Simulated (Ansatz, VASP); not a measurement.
# Two plane-wave programs on Al

File INCAR:

```
PREC     = Accurate       # precision mode
ENCUT    = 520            # plane-wave cutoff, eV
EDIFF    = 1E-7           # SCF threshold, eV
ISMEAR   = 0              # smearing method
SIGMA    = 0.15           # smearing width, eV
LREAL    = False          # projectors in reciprocal space
LASPH    = True           # aspherical terms in the spheres
NELM     = 100            # most SCF steps
ALGO     = Fast           # electronic algorithm
ISIF     = 2              # what is computed and relaxed
LWAVE    = False          # write WAVECAR
LCHARG   = True           # write CHGCAR
GGA      = PS             # functional
LELF     = True           # ELF
LVHAR    = True         
NBANDS   = 10             # bands
```

The input KPOINTS:

```
regular mesh
0
Gamma
  21 21 10
```

File POSCAR:

```
Al
1.0
    2.3905870488      0.0000000000      0.0000000000
   -1.1952935244      2.0703091142      0.0000000000
    0.0000000000      0.0000000000      4.8668500000
Al
2
Direct
    0.6666666667      0.3333333333      0.7500000000
    0.3333333333      0.6666666667      0.2500000000
```

Input for Ansatz:

```yaml
crystal:
  lattice:
    - [2.3905870488, 0.0, 0.0]
    - [-1.1952935244, 2.0703091142, 0.0]
    - [0.0, 0.0, 4.86685]
  atoms:
    - { symbol: Al, position: [0.6666666667, 0.3333333333, 0.75] }
    - { symbol: Al, position: [0.3333333333, 0.6666666667, 0.25] }
basis:
  ecutwfc: 420
kpoints:
  mp_grid: { grid: [21, 21, 10] }
hamiltonian:
  xc: pbesol
scf:
  occupations: { method: gaussian, width: 0.15 }
output:
  forces: true
  stress: true
  eigenvalues: true
```

Change from the starting cell: strain -0.1500 x Voigt [1, 1, 0, 0, 0, 0], atoms carried along.

Alike in both runs: task single point; functional PBEsol; k mesh 21 × 21 × 10; occupations gaussian, width 0.15 eV; no spin polarisation.

```csv
,VASP,Ansatz
version,VASP 6.6.1,Ansatz 0.2.0
potentials or method,"VASP PAW PBE potentials, release 64 (Al)","scalar-relativistic, plane waves, PAW"
plane-wave cutoff (eV),520,420
valence electrons in the cell,6,6
```

|  | VASP | Ansatz | Ansatz less VASP |
| --- | --- | --- | --- |
| gap on the k mesh at the Fermi level (eV) | none | none | - |
| pressure (GPa) | 58.9 | 58.5 | -0.40 |
| largest component of the traceless stress (GPa) | 44.42 | 44.09 | -0.330 |

A gap of «none» marks a metal or a gap that the smearing closes.

Caveats: so large a pressure means that the cell lies far from this level's equilibrium, or that cutoff or potentials fall short (VASP); the potentials were made for another functional, which shifts forces and pressure (VASP).
